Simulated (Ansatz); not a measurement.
**(10−10) slab of wurtzite MgTe, 21.1 Å thick as cut, bare faces**

Ansatz, PAW, plane waves, no spin–orbit coupling unless named; atoms relaxed with PBEsol, the curve by HSE06. The curve holds the local part of the PAW potentials, so its shape inside matter depends on the files.

```
Mg Te
1.0
     0.00000    0.00000    7.41353
     4.56122    0.00000    0.00000
     0.00000   34.06739    0.00000
Mg Te
12 12
Cartesian
  2.2790 7.1996 4.1703
  4.5581 10.5133 3.6465
  2.2791 14.4299 3.6494
  4.5596 18.3774 3.6462
  2.2778 22.3499 3.6166
  4.5599 26.3852 3.5930
  4.5587 7.6885 7.3021
  2.2773 11.7239 7.3249
  4.5605 15.6961 7.3531
  2.2802 19.6435 7.3557
  4.5603 23.5598 7.3513
  2.2810 26.8736 0.4605
  4.5596 7.8559 2.7571
  2.2775 11.8040 2.7125
  4.5597 15.7430 2.7328
  2.2790 19.6984 2.7330
  4.5583 23.6891 2.7315
  2.2794 27.8119 2.9537
  2.2781 6.2617 6.6635
  4.5579 10.3844 6.4404
  2.2799 14.3751 6.4403
  4.5607 18.3305 6.4393
  2.2795 22.2692 6.4178
  0.0004 26.2174 6.4612
```

Planar mean of the electrostatic potential energy along the normal, from the vacuum level:

z (Å), v (eV) and a bar:
```
     0.00       0.00 ##############################
     0.28       0.00 ##############################
     0.71       0.00 ##############################
     0.99       0.00 ##############################
     1.28       0.00 ##############################
     1.70       0.00 ##############################
     1.99       0.00 ##############################
     2.41       0.00 ##############################
     2.70       0.00 ##############################
     2.98       0.00 ##############################
     3.41      -0.01 ##############################
     3.69      -0.02 ##############################
     3.97      -0.04 ##############################
     4.40      -0.14 ##############################
     4.68      -0.31 #############################
     4.97      -0.68 ############################
     5.39      -2.18 ########################
     5.68      -3.09 #####################
     6.10      -2.82 ######################
     6.39      -3.66 ####################
     6.67      -6.21 #############
     7.10     -10.33 #
     7.38     -10.64 
     7.67      -9.00 #####
     8.09      -6.36 ############
     8.37      -5.43 ###############
     8.80      -3.35 #####################
     9.08      -2.44 #######################
     9.37      -2.88 ######################
     9.79      -4.83 #################
    10.08      -5.57 ##############
    10.36      -6.45 ############
    10.79      -8.24 #######
    11.07      -8.81 #####
    11.36      -8.27 #######
    11.78      -6.77 ###########
    12.07      -5.98 #############
    12.49      -4.61 #################
    12.78      -3.12 #####################
    13.06      -2.35 #######################
    13.49      -3.58 ####################
    13.77      -5.02 ################
    14.05      -5.93 #############
    14.48      -7.05 ##########
    14.76      -8.06 ########
    15.05      -8.67 ######
    15.47      -7.61 #########
    15.76      -6.72 ###########
    16.18      -5.66 ##############
    16.47      -4.52 #################
    16.75      -2.99 ######################
    17.18      -2.49 #######################
    17.46      -3.71 ####################
    17.74      -5.14 ################
    18.17      -6.36 ############
    18.45      -7.12 ##########
    18.88      -8.52 ######
    19.16      -8.51 ######
    19.45      -7.56 #########
    19.87      -6.29 ############
    20.16      -5.55 ###############
    20.44      -4.40 ##################
    20.87      -2.45 #######################
    21.15      -2.55 #######################
    21.43      -3.86 ###################
    21.86      -5.59 ##############
    22.14      -6.32 ############
    22.57      -7.76 ########
    22.85      -8.65 ######
    23.14      -8.68 ######
    23.56      -7.08 ##########
    23.85      -5.98 #############
    24.13      -5.25 ###############
    24.56      -3.60 ####################
    24.84      -2.50 #######################
    25.12      -2.70 ######################
    25.55      -4.87 ################
    25.83      -5.86 ##############
    26.26      -7.87 ########
    26.54      -9.97 ##
    26.83     -10.77 
    27.25      -7.86 ########
    27.54      -4.82 #################
    27.82      -3.03 ######################
    28.25      -3.10 #####################
    28.53      -2.79 ######################
    28.96      -1.02 ###########################
    29.24      -0.47 #############################
    29.53      -0.21 #############################
    29.95      -0.07 ##############################
    30.23      -0.03 ##############################
    30.52      -0.01 ##############################
    30.94       0.00 ##############################
    31.23       0.00 ##############################
    31.51       0.00 ##############################
    31.94       0.00 ##############################
    32.22       0.00 ##############################
    32.65       0.00 ##############################
    32.93       0.00 ##############################
    33.22       0.00 ##############################
    33.64       0.00 ##############################
    33.93       0.00 ##############################
```

Problem. How far below the vacuum level do the top filled and the lowest empty level lie, by each functional?

Solution. PBEsol: 5.87 and 3.49 eV (gap 2.38 eV, a 4×6×1 mesh); HSE06: 6.39 and 3.09 eV (gap 3.29 eV, a 3×4×1 mesh). Either level can be a surface state and not a band edge of the crystal.
